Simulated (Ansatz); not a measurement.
**Pressure coefficients of TePb**

```xyz
2
Lattice="0.0000 3.2270 3.2270 3.2270 0.0000 3.2270 3.2270 3.2270 0.0000" Properties=species:S:1:pos:R:3 pbc="T T T"
Te    3.2270    3.2270    3.2270
Pb    0.0000    0.0000    0.0000
```

The cell is COD entry 9008696, as deposited and not checked against the literature; nothing was relaxed.

Spin–orbit coupling is left out, though it moves levels of the heavy atoms by tenths of an eV or more.

The calculation used DFT, PBEsol, all-electron LAPW, scalar-relativistic (Ansatz 0.2.0).

Settings: a Γ-centred 10×10×10 k mesh, Fermi–Dirac smearing of 0.03 eV, basis error target 0.5 meV/atom, no spin polarisation.

The cell is scaled evenly with fractional coordinates held. Semilocal gaps are too small, but their slopes carry over better.

| V/V(cell) | P (GPa) | gap on the k mesh (eV) |
| --- | --- | --- |
| 0.9400 | 2.90 | 0.509 |
| 0.9600 | 1.74 | 0.562 |
| 0.9800 | 0.70 | 0.610 |
| 0.9900 | 0.23 | 0.633 |
| 1.0000 | -0.22 | 0.655 |
| 1.0100 | -0.65 | 0.676 |
| 1.0200 | -1.05 | 0.697 |
| 1.0400 | -1.79 | 0.735 |

Question: From the rows at 0.9900 and 1.0100, what is the bulk modulus at the cell's volume?

Answer: B = −ΔP/Δln V = −[(-0.65) − (0.23)]/0.02000 = 44.0 GPa.

Question: What are the gap's volume deformation potential and pressure coefficient?

Answer: dEg/dln V = (0.676 − 0.633)/0.02000 = 2.15 eV, and dEg/dP = −(dEg/dln V)/B = -49 meV/GPa: pressure narrows the gap.

Question: Predict the row at V/V(cell) = 1.0600. How far is a linear estimate of P off?

Answer: P = -2.46 GPa, gap 0.770 eV. The linear estimate P(cell) − B ln(V/V(cell)) = -2.78 GPa misses by 0.32 GPa, since the modulus falls on expansion.
